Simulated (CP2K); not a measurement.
The system is SiC (Moissanite 6H).

```
CELL_PARAMETERS angstrom
3.09500 0.00000 0.00000
-1.54750 2.68035 0.00000
0.00000 0.00000 15.17000
ATOMIC_POSITIONS crystal
Si 0.66667 0.33333 0.45830
Si 0.33333 0.66667 0.95830
Si 0.66667 0.33333 0.79170
Si 0.33333 0.66667 0.29170
Si 0.00000 0.00000 0.62500
Si 0.00000 0.00000 0.12500
C 0.66667 0.33333 0.33330
C 0.33333 0.66667 0.83330
C 0.66667 0.33333 0.66670
C 0.33333 0.66667 0.16670
C 0.00000 0.00000 0.50000
C 0.00000 0.00000 0.00000
```

Base run:

- Program: CP2K 2026.2
- Functional: HLE16
- Potentials or basis: POTENTIAL_UZH Si GTH-PBE-q4, C GTH-PBE-q4; DZVP-MOLOPT-PBE-GTH basis
- Density cutoff: 9184 eV
- k mesh: 8 × 8 × 2
- Occupations: fermi-dirac, width 0.05 eV
- Spin: no spin polarisation

Its results: band gap on the k mesh 2.92 eV, indirect (least direct gap 3.97 eV); pressure -39.5 GPa; largest force 0.136 eV/Å.

Problem. After a change of settings the same cell gave: band gap on the k mesh 2.26 eV, indirect (least direct gap 3.35 eV); pressure -0.4 GPa; largest force 0.141 eV/Å. Which change was it?
A. functional from HLE16 to BLYP
B. functional from HLE16 to r2SCAN
C. functional from HLE16 to PBEsol
D. functional from HLE16 to PBE

Solution. D.

Caveats: the basis of atomic orbitals isn't converged, which shifts pressures, moduli and gaps; the potentials were made for a functional far from this one (some runs); the cell as given lies far from equilibrium (some runs); the potentials were made for another functional, which shifts forces and pressure (some runs).
